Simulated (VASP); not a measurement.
## VASP inputs for La$_{2}$O$_{3}$ (strained database structure)

INCAR

```
LREAL = .FALSE.
NELM = 120
ISIF = 2
ENCUT = 520
PREC = Accurate
EDIFF = 1E-7
IBRION = -1
GGA = PE
SIGMA = 0.02
LELF = .TRUE.
NBANDS = 28
ISMEAR = -1
NSW = 0
LCHARG = .TRUE.
LWAVE = .FALSE.
LASPH = .TRUE.
```

KPOINTS

```
KPOINTS created by Atomic Simulation Environment
0
Gamma
12 12 4
0 0 0
```

KPOINTS_OPT

```
special points
7
Reciprocal
0.0000000000 0.0000000000 0.0000000000 1
0.5000000000 0.0000000000 0.0000000000 1
0.3333333333 0.3333333333 0.0000000000 1
0.0000000000 0.0000000000 0.5000000000 1
0.5000000000 0.0000000000 0.5000000000 1
0.3333333333 0.3333333333 0.5000000000 1
0.0000000000 0.5000000000 0.0000000000 1
```

POSCAR

```
La O
 1.0000000000000000
     3.8170484981893540    0.0000000000000000    0.0000000000000000
    -1.9085242490946770    3.3056609669092203    0.0000000000000000
     0.0000000000000000    0.0000000000000000    6.3581387720000002
 La  O
   2   3
Cartesian
  1.9085242490946766  1.1018869889697398  4.7919135545036138
 -0.0000000000000000  2.2037739779394796  1.5662252174963855
  1.9085242490946766  1.1018869889697398  2.2789979357748646
 -0.0000000000000000  2.2037739779394796  4.0791408362251369
  0.0000000000000000 -0.0000000000000000  0.0000000000000000
```

VASP ran with the recommended PBE PAW datasets (40 valence electrons in the cell).

Task: Estimate the main results of this run.

Result: gap between bands v and c 3.76 eV; least direct gap 3.97 eV; pressure 6.0 GPa; largest force 0.03 eV/Å.

Band v is the last that the valence electrons fill when counted band by band, and c is the next. Levels in eV from the top of v:

```csv
point,v−1,v,c,c+1
Γ,-0.52,-0.22,4.30,4.81
M,-0.46,-0.43,3.76,4.80
K,-0.99,0.00,3.97,4.77
A,-0.47,-0.47,4.70,4.76
L,-0.29,-0.23,4.24,4.70
H,-0.53,-0.26,4.31,4.83
```
